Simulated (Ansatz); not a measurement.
TePb:

```
Pb Te
1.0
     0.00000    3.23100    3.23100
     3.23100    0.00000    3.23100
     3.23100    3.23100    0.00000
Pb Te
1 1
Cartesian
  0.0000 0.0000 0.0000
  3.2310 3.2310 3.2310
```

```yaml
Program: Ansatz 0.2.0
Task: relaxation of cell and atoms
Functional: BLYP
Potentials_or_basis: all-electron LAPW, scalar-relativistic
Basis_error_allowed: 0.001 eV/atom
k_mesh: 7 × 7 × 7
Occupations: fermi-dirac, width 0.05 eV
Spin: no spin polarisation
```

At the start: volume 33.73 Å³/atom.

Where does the relaxation end?

Over 5 steps the energy falls by 66.5 meV/atom and the volume is 38.21 Å³/atom (+13.3 %); space group Fm-3m (No. 225, to 0.05 Å).

The path:
| step | energy change (eV) | largest force (eV/Å) | volume (Å³) |
| --- | --- | --- | --- |
| 1 | 0.0000 | 0.0000 | 67.46 |
| 2 | -0.1306 | 0.0000 | 77.81 |
| 3 | -0.1329 | 0.0000 | 76.71 |
| 4 | -0.1330 | 0.0000 | 76.42 |
| 5 | -0.1330 | 0.0000 | 76.42 |

Final structure:
```cif
data_structure
_symmetry_space_group_name_H-M 'P 1'
_symmetry_Int_Tables_number 1
_cell_length_a 4.7633
_cell_length_b 4.7633
_cell_length_c 4.7633
_cell_angle_alpha 60.000
_cell_angle_beta 60.000
_cell_angle_gamma 60.000
_cell_volume 76.42
loop_
_atom_site_label
_atom_site_type_symbol
_atom_site_fract_x
_atom_site_fract_y
_atom_site_fract_z
_atom_site_occupancy
Pb1 Pb 0.00000 0.00000 0.00000 1
Te1 Te 0.50000 0.50000 0.50000 1
```

Caveat: the volume moved by +13 % from the deposited cell, more than functionals usually miss.
